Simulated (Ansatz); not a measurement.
# ZnS (F-43m) in Ansatz: notebook

Aim: see how the results for ZnS move with the level of theory and the settings. Levels: r2SCAN+rVV10, PBE0, HF. Tasks: single point, relaxation of cell and atoms.

Program: Ansatz 0.2.0. These are calculated values, not measurements. Logs are shortened: lines on timing, memory, paths and dates and some standing lists are left out, and cuts for length are marked.

**Experimental background.**

“Electronic, vibrational, and thermodynamic properties of ZnS (zincblende and rocksalt structure)”, 2009, arxiv:0911.5022 quotes, for a bulk crystal of ZnS at 19 K: band gap 3.85 eV (direct).

The runs below are set against these values where they give the same quantity.

### 1 The crystal as given

It takes space group F-43m (No. 216, cubic). Conventional cell: a = 5.404 Å, b = 5.404 Å, c = 5.404 Å, α = 90.00°, β = 90.00°, γ = 90.00°. Around Zn (site symmetry -43m) lie 4 S at 2.34 Å. Around S (site symmetry -43m) lie 4 Zn at 2.34 Å.

### 2 Single point, r2SCAN+rVV10

input.yaml

```yaml
crystal:
  lattice:
    - [0.0, 2.702, 2.702]
    - [2.702, 0.0, 2.702]
    - [2.702, 2.702, 0.0]
  atoms:
    - { symbol: Zn, position: [0.75, 0.75, 0.75] }
    - { symbol: S, position: [0.0, 0.0, 0.0] }
hamiltonian:
  xc: r2scan
  pseudopotentials: { kind: paw }
  dispersion: rvv10
kpoints:
  mp_grid: { grid: [9, 9, 9] }
scf:
  occupations: { method: gaussian, width: 0.01 }
output:
  forces: true
  stress: true
  eigenvalues: true
  write_density: true
  write_potential: true
  elf: true
  volumetric_format: npy
```

Potentials or basis: Ansatz PAW.

The run is started by

```bash
> ansatz run input.yaml --threads 2 --pin off --max-ram 5632MiB --backend cpu --events-out ev --progress --plain --runs-dir out
```

The program printed:

```text
Warning: RAYON_NUM_THREADS=2 ignored (pool sized by the plan → 2); use --threads N
Engine: ansatz 0.2.0, x86_64-unknown-linux-gnu
Pseudopotentials: kind: paw
Pseudopotential: Zn, paw, valence charge 12, recommended cutoff 500 eV (meta_gga), Zn.paw.azcp
Pseudopotential: S, paw, valence charge 6, recommended cutoff 500 eV (meta_gga), S.paw.azcp
Functional definition: r2SCAN+rVV10
  parameter k0 = 0.174
  parameter k1 = 0.065
  parameter a1 = 4.9479
  exchange = r2scan_x(k0 = k0, k1 = k1, a1 = a1)
  correlation = r2scan_c + rvv10(11.95, 0.0093)
Crystal: 2 atoms, lattice volume = 39.454 Å³
Basis set: ecut = 500 eV, 965 PW (Γ), exchange–correlation on 128×128×128 points (64 copies of the dense FFT grid, shifted against one another)
Bands: 13, of which v1, the nominal top of the filled ones, is band 9 counted from 1 (8 counted from 0)
Symmetry: 24 space group operations
Space group: F-43m (ITA 216), of the structure as read, at distance tolerance 3.4e-5 Å
k-points: 35 of 729 (time reversal used)
Non-local potential: Zn, projectors of the file, l = 0: 2, l = 1: 2, l = 2: 3, l = 3: 1
Non-local potential: S, projectors of the file, l = 0: 2, l = 1: 2, l = 2: 2
PAW form: soft (Blöchl's): semilocal exchange-correlation on the pseudo side does not see the compensation charge
rVV10 density: all electrons in the spheres
PAW frozen core: Zn, regenerated for the run's functional (the file was generated under x = pbe(κ = 0.804, μ = 0.2195149727645171), c = pbe(β = 0.06672455060314922))
PAW frozen core: S, regenerated for the run's functional (the file was generated under x = pbe(κ = 0.804, μ = 0.2195149727645171), c = pbe(β = 0.06672455060314922))
PAW one-centre angular grid: Zn, 590 points (default); XC on 261 of its mesh's 2673 points in the sphere
PAW one-centre angular grid: S, 302 points (default); XC on 160 Gauss nodes
Initial density: superposition of atomic densities (neutral atoms: chi_scale 0, normalization atom), corrected by the library's trained network
Initial wavefunctions: pseudopotential atomic-orbital guess
Functional: x = r2scan, c = r2scan + rvv10(b = 11.95, C = 0.0093); τ floored in thin density (d = 2e-4 eV/Å³)
SCF iter   1: F=—  HF=-4231.749025 eV  |F-HF|=—  |Δ(HF+E_count)|=         —  Δρ=1.47e-2  dr2=4.41e-2  dr2_τ=6.04e-3  ethr=1.77e-3  ⟨swp⟩=6.5  Hψ=2976  notcnv=0
preconditioner: auto → none  [insulator: Δε(μ)=2.584 eV  Ē_g=12.988 eV  σ=0.010 eV  W_gap=1.00  n_scr=14 (ndim 8)  ℏωp=25.1 eV  f_vac=0.027  D(μ)=0.00/eV (n_scr^D=0)  ε∞_Penn≈4.7]
SCF iter   2: F=—  HF=-4231.751709 eV  |F-HF|=—  |Δ(HF+E_count)|=   2.68e-3  Δρ=4.45e-3  dr2=8.18e-3  dr2_τ=3.79e-4  ethr=2.45e-4  ⟨swp⟩=2.6  Hψ=1199  notcnv=0
SCF iter   3: F=—  HF=-4231.746859 eV  |F-HF|=—  |Δ(HF+E_count)|=   4.85e-3  Δρ=2.84e-3  dr2=1.30e-3  dr2_τ=9.56e-6  ethr=4.54e-5  ⟨swp⟩=2.3  Hψ=891  notcnv=0
SCF iter   4: F=—  HF=-4231.747193 eV  |F-HF|=—  |Δ(HF+E_count)|=   3.34e-4  Δρ=4.25e-4  dr2=1.10e-4  dr2_τ=8.45e-6  ethr=7.21e-6  ⟨swp⟩=3.0  Hψ=1190  notcnv=0
SCF iter   5: F=—  HF=-4231.747151 eV  |F-HF|=—  |Δ(HF+E_count)|=   4.23e-5  Δρ=1.03e-4  dr2=3.84e-6  dr2_τ=4.68e-8  ethr=6.10e-7  ⟨swp⟩=2.1  Hψ=676  notcnv=0
SCF iter   6: F=—  HF=-4231.747150 eV  |F-HF|=—  |Δ(HF+E_count)|=   3.41e-7  Δρ=1.48e-5  dr2=4.91e-8  dr2_τ=1.43e-9  ethr=5.56e-10  ⟨swp⟩=7.7  Hψ=3615  notcnv=0
SCF iter   7: F=-4231.747150 eV  HF=-4231.747150 eV  |F-HF|=2.02e-10  |Δ(HF+E_count)|=   1.52e-8  Δρ=1.93e-6  dr2=8.35e-10  dr2_τ=1.54e-11  ethr=2.73e-10  ⟨swp⟩=5.7  Hψ=2628  notcnv=0
SCF 1 converged in 7 iterations: F = -4231.747150 eV  dr2 = 8.35e-10
SCF converged after 7 iterations
Free energy (F): -4231.747150 eV
Harris-Foulkes:  -4231.747150 eV  (|F-HF|=2.02e-10)
Internal energy: -4231.747150 eV  (E = F + TS)
E sigma→0 (E₀):  -4231.747150 eV
Fermi energy:    6.806122 eV
--- Per-component energies (eV) ---
  E_band       = -2.697618
  E_kinetic    = 237.132295
  E_local      = -2045.721560  (includes V_loc(G=0)·N_el)
  E_nonlocal   = 646.423836
  E_hartree    = 857.837136
  E_xc         = -213.907081
  E_vxc        = -147.609528  (∫ρ·V_xc dr)
  E_paw        = -2459.840109  (= ΣΔE_a)
  E_vpaw       = -415.919098  (= ΣTr[D̂ρ^β])
  E_aug_tail   = 0.000011  (compensation charges beyond the density's cutoff)
  E_vtau       = 7.322866  (kinetic-family band-sum trace: ∫τ·v_τ [+ j·A + Jᵃ·Aᵃ] dr)
  E_ewald      = -1253.379294
  E_core_change = -0.292385  (= ΣΔE_core)
  E_smearing   = -0.000000  (= −TS)
  E_closure    = 0.000000  (closes the sum)
  Σ components = -4231.747150   (vs F -4231.747150, Δ=0.00e0)
--- Forces (eV/Å), atoms counted from 1 ---
  atom   1  Zn     0.00000000    -0.00000000    -0.00000000
  atom   2  S     -0.00000000     0.00000000     0.00000000
  max |Σ_I F_I| component: 7.40e-17 eV/Å
--- Stress (GPa, compression-positive) ---
       -1.547319      -0.000000       0.000000
        0.000000      -1.547319       0.000000
       -0.000000       0.000000      -1.547319
  P = ⅓ Tr σ = -1.5473 GPa (-15.473 kbar)
--- Band table (eV; the first three rows and the last of 35) ---
  k-point 0: bands = ["-8.1870", "-0.9892", "-0.9892", "-0.9892", "-0.4490", "-0.4490", "5.4995", "5.4995", "5.4995", "8.1127", "12.3495", "12.3495", "12.3495"]
  k-point 1: bands = ["-8.0914", "-0.9877", "-0.9714", "-0.9714", "-0.4504", "-0.4504", "4.5900", "5.3784", "5.3784", "8.7961", "12.2413", "12.5625", "12.5625"]
  k-point 2: bands = ["-7.8335", "-0.9556", "-0.9294", "-0.9294", "-0.4492", "-0.4492", "3.0295", "5.0963", "5.0963", "9.4253", "12.6372", "12.9279", "12.9279"]
  k-point 34: bands = ["-6.9321", "-0.8483", "-0.7073", "-0.5318", "-0.4640", "-0.0990", "0.8864", "2.5178", "3.0562", "11.3723", "11.9249", "13.4541", "14.9950"]
```

It took 5.8 s on 2 threads of Intel Xeon at 2.70GHz, shared host; peak memory 0.51 GiB.

What came out:

```yaml
Free_energy: -4231.7472 eV
Pressure: -1.5 GPa
Band_gap_on_the_k_mesh: 2.61 eV, direct
```

Caveat: odd divisions of the mesh miss points on the zone boundary, where band edges often lie, so the gap on the mesh can be too wide; the PAW data sets come from PBE, with cores solved anew for the run's functional, which leaves a small shift of forces and pressure.

### 3 Relaxation of cell and atoms, PBE0

input.yaml

```yaml
crystal:
  lattice:
    - [0.0, 2.702, 2.702]
    - [2.702, 0.0, 2.702]
    - [2.702, 2.702, 0.0]
  atoms:
    - { symbol: Zn, position: [0.75, 0.75, 0.75] }
    - { symbol: S, position: [0.0, 0.0, 0.0] }
hamiltonian:
  xc: pbe0
  pseudopotentials: { kind: paw }
kpoints:
  mp_grid: { grid: [5, 5, 5] }
scf:
  occupations: { method: fermi_dirac, width: 0.05 }
output:
  forces: true
  stress: true
relax:
  f_tol: 0.01
  max_steps: 40
  cell: { stress_tol: 0.05 }
```

Potentials or basis: Ansatz PAW.

The run is started by

```bash
> ansatz run input.yaml --threads 2 --pin off --max-ram 5632MiB --backend cpu --events-out ev --progress --plain --runs-dir out
```

Run time: 59 s. Hardware: 2 threads of Intel Xeon at 2.70GHz, shared host; peak memory 0.81 GiB.

The run converged. Its results:

```
Free energy                            : -4223.6628 eV
Relaxed volume                         : 19.91 Å³/atom
Relaxed cell                           : a = 3.833 Å, b = 3.833 Å, c = 3.833 Å, α = 60.00°, β = 60.00°, γ = 60.00°
Space group after relaxing (to 0.05 Å) : F-43m (No. 216)
Energy gained by relaxing              : 0.4 meV/atom
Ionic steps                            : 4
Pressure after relaxing                : 0.0 GPa
Band gap on the k mesh                 : 3.97 eV, direct
```

Step by step:
```
step  energy change (eV)  largest force (eV/Å)  volume (Å³)
   1              0.0000                0.0000        39.45
   2             -0.0006                0.0000        39.68
   3             -0.0006                0.0000        39.83
   4             -0.0009                0.0000        39.83
```

Final structure:
```
Zn S
1.0
     0.00000    2.71052    2.71052
     2.71052    0.00000    2.71052
     2.71052    2.71052    0.00000
Zn S
1 1
Direct
  0.75000 0.75000 0.75000
  0.00000 0.00000 0.00000
```

Levels at points of the mesh, in eV from the valence-band top:
```csv
k point,band 5,band 6,band 7,band 8,band 9,band 10,band 11
"(0.00, 0.00, 0.00)",-7.50,-7.50,0.00,0.00,0.00,3.97,8.42
```

Caveat: odd divisions of the mesh miss points on the zone boundary, where band edges often lie, so the gap on the mesh can be too wide; the plane-wave basis is chosen anew once the cell has moved, so the energies of steps on either side of that aren't comparable; the PAW data sets come from PBE, with cores solved anew for the run's functional, which leaves a small shift of forces and pressure.

### 4 Relaxation of cell and atoms, HF

input.yaml, as its differences from that of step 3:

```diff
@@ -9,3 +9,3 @@
 hamiltonian:
-  xc: pbe0
+  xc: hf
   pseudopotentials: { kind: paw }
```

Potentials or basis: Ansatz PAW.

The run is started by

```bash
> ansatz run input.yaml --threads 2 --pin off --max-ram 5632MiB --backend cpu --events-out ev --progress --plain --runs-dir out
```

The program printed:

```text
Warning: RAYON_NUM_THREADS=2 ignored (pool sized by the plan → 2); use --threads N
Engine: ansatz 0.2.0, x86_64-unknown-linux-gnu
Pseudopotentials: kind: paw
Pseudopotential: Zn, paw, valence charge 12, recommended cutoff 420 eV (normal), Zn.paw.azcp
Pseudopotential: S, paw, valence charge 6, recommended cutoff 420 eV (normal), S.paw.azcp
Functional definition: HF
  exchange = exact_x
  correlation = 0
Crystal: 2 atoms, lattice volume = 39.454 Å³
Basis set: ecut = 420 eV, 749 PW (Γ)
Bands: 13, of which v1, the nominal top of the filled ones, is band 9 counted from 1 (8 counted from 0)
Symmetry: 24 space group operations
Space group: F-43m (ITA 216), of the structure as read, at distance tolerance 3.4e-5 Å
k-points: 10 of 125 (time reversal used)
Non-local potential: Zn, projectors of the file, l = 0: 2, l = 1: 2, l = 2: 3, l = 3: 1
Non-local potential: S, projectors of the file, l = 0: 2, l = 1: 2, l = 2: 2
PAW form: soft (Blöchl's): semilocal exchange-correlation on the pseudo side does not see the compensation charge
PAW frozen core: Zn, regenerated for the run's functional, and the local potential with it (the file was generated under x = pbe(κ = 0.804, μ = 0.2195149727645171), c = pbe(β = 0.06672455060314922))
PAW frozen core: S, regenerated for the run's functional, and the local potential with it (the file was generated under x = pbe(κ = 0.804, μ = 0.2195149727645171), c = pbe(β = 0.06672455060314922))
PAW one-centre angular grid: Zn, 590 points (default); XC on 64 Gauss nodes
PAW one-centre angular grid: S, 110 points (default); XC on 64 Gauss nodes
Initial density: superposition of atomic densities (neutral atoms: chi_scale 0, normalization atom), corrected by the library's trained network
[... 250 lines left out ...]
  E_band       = -151.053444
  E_kinetic    = 234.931410
  E_local      = -2131.878531  (includes V_loc(G=0)·N_el)
  E_nonlocal   = 653.680072
  E_hartree    = 906.510504
  E_xc         = 0.000000
  E_vxc        = 0.000000  (∫ρ·V_xc dr)
  E_exx        = -245.290393  (= α·E_x^exact, valence–valence)
  E_paw        = -2378.472479  (= ΣΔE_a)
  E_vpaw       = -230.226235  (= ΣTr[D̂ρ^β])
  E_aug_tail   = -0.000393  (compensation charges beyond the density's cutoff)
  E_ewald      = -1212.110658
  E_core_change = 1.671187  (= ΣΔE_core)
  E_smearing   = -0.000000  (= −TS)
  E_closure    = -0.000001  (closes the sum)
  Σ components = -4170.959283   (vs F -4170.959283, Δ=0.00e0)
--- Forces (eV/Å), atoms counted from 1 ---
  atom   1  Zn     0.00000000    -0.00000000    -0.00000000
  atom   2  S     -0.00000000     0.00000000     0.00000000
  max |Σ_I F_I| component: 8.33e-17 eV/Å
--- Stress (GPa, compression-positive) ---
        0.006153      -0.000000      -0.000000
       -0.000000       0.006153      -0.000000
       -0.000000      -0.000000       0.006153
  P = ⅓ Tr σ = 0.0062 GPa (0.062 kbar)
--- Band table (eV; the first three rows and the last of 10) ---
  k-point 0: bands = ["-15.7081", "-11.6477", "-11.6477", "-11.6477", "-11.3631", "-11.3631", "1.3913", "1.3913", "1.3913", "11.0127", "16.1579"]
  k-point 1: bands = ["-15.4275", "-11.6227", "-11.6227", "-11.5218", "-11.3647", "-11.3647", "-0.9332", "1.0644", "1.0644", "12.4609", "16.0171"]
  k-point 2: bands = ["-14.9558", "-11.5879", "-11.5879", "-11.3598", "-11.3598", "-11.1322", "-3.8309", "0.5926", "0.5926", "12.6491", "16.5792"]
  k-point 9: bands = ["-14.6926", "-11.5421", "-11.5232", "-11.4047", "-11.3550", "-10.8777", "-3.4135", "-1.6159", "-0.6782", "14.3543", "15.5050"]
  guard bands above this table: 2 of the run's 13 bands. The solve was not asked for them (output.publish_guard_bands: true or output.eigenvalues: true publishes all)
--- Relaxed structure (4 steps of the walk, 4 accepted, 1 SCFs on fresh bases) ---
  F+E_penalty+E_count = -4170.95928255 eV   max|allowed force component| = 1.122e-16 eV/Å   (the final SCF, on the basis selected at the relaxed cell)
  cell:  # Å, volume = 43.6221 Å³
    - [1.0037697476275909e-33, 2.79399478105306, 2.79399478105306]
    - [2.79399478105306, -1.2946347666171411e-34, 2.79399478105306]
    - [2.79399478105306, 2.79399478105306, 7.256036508941355e-34]
  atoms:
    - { symbol: Zn, position: [0.75, 0.75, 0.75] }
    - { symbol: S, position: [-2.999613317035388e-34, 2.286833914967573e-34, 1.5146562293941068e-34] }
```

Run time: 90 s. Hardware: 2 threads of Intel Xeon at 2.70GHz, shared host; peak memory 0.9 GiB.

Results:

```
Free energy                            : -4170.9593 eV
Relaxed volume                         : 21.81 Å³/atom
Relaxed cell                           : a = 3.951 Å, b = 3.951 Å, c = 3.951 Å, α = 60.00°, β = 60.00°, γ = 60.00°
Space group after relaxing (to 0.05 Å) : F-43m (No. 216)
Energy gained by relaxing              : 51.1 meV/atom
Ionic steps                            : 5
Pressure after relaxing                : 0.0 GPa
Band gap on the k mesh                 : 9.62 eV, direct
```

Step by step:
```tsv
step	energy change (eV)	largest force (eV/Å)	volume (Å³)
1	0.0000	0.0000	39.45
2	-0.0853	0.0000	42.12
3	-0.0946	0.0000	43.40
4	-0.0945	0.0000	43.62
5	-0.1022	0.0000	43.62
```

Final structure:
```
Zn S
1.0
     0.00000    2.79399    2.79399
     2.79399    0.00000    2.79399
     2.79399    2.79399    0.00000
Zn S
1 1
Direct
  0.75000 0.75000 0.75000
  0.00000 0.00000 0.00000
```

Levels at points of the mesh, in eV from the valence-band top:
```tsv
k point	band 5	band 6	band 7	band 8	band 9	band 10	band 11
(0.00, 0.00, 0.00)	-12.75	-12.75	0.00	0.00	0.00	9.62	14.77
```

Caveat: odd divisions of the mesh miss points on the zone boundary, where band edges often lie, so the gap on the mesh can be too wide; the plane-wave basis is chosen anew once the cell has moved, so the energies of steps on either side of that aren't comparable; the volume moved by +11 % from the deposited cell, more than functionals usually miss; the PAW data sets come from PBE, with cores solved anew for the run's functional, which leaves a small shift of forces and pressure.

### 5 The runs side by side

| task | level | cell | k mesh | cutoff (eV) | smearing | gap on the mesh (eV) | pressure (GPa) | relaxed volume (Å³/atom) |
| --- | --- | --- | --- | --- | --- | --- | --- | --- |
| single point | r2SCAN+rVV10 | as given | 9 × 9 × 9 | 500 | gaussian 0.01 eV | 2.61 | -1.5 | - |
| relaxation of cell and atoms | PBE0 | relaxed | 5 × 5 × 5 | 420 | fermi-dirac 0.05 eV | 3.97 | 0.0 | 19.91 |
| relaxation of cell and atoms | HF | relaxed | 5 × 5 × 5 | 420 | fermi-dirac 0.05 eV | 9.62 | 0.0 | 21.81 |

Alike in all rows: potentials or basis Ansatz PAW; no spin polarisation.

Caveats: odd divisions of the mesh miss points on the zone boundary, where band edges often lie, so the gap on the mesh can be too wide; the PAW data sets come from PBE, with cores solved anew for the run's functional, which leaves a small shift of forces and pressure; the plane-wave basis is chosen anew once the cell has moved, so the energies of steps on either side of that aren't comparable (some runs); the volume moved by +11 % from the deposited cell, more than functionals usually miss (some runs).

Total energies depend on the potentials used, so only differences within one code and one set of settings carry meaning.

### 6 Against experiment

Step 2. Measured gap of ZnS: 3.85 eV (direct; 19 K; quoted in “Electronic, vibrational, and thermodynamic properties of ZnS (zincblende and rocksalt structure)”, 2009, arxiv:0911.5022). This calculation gives 2.61 eV (-1.24 eV). The value is that of r2SCAN+rVV10, without temperature or zero-point motion.
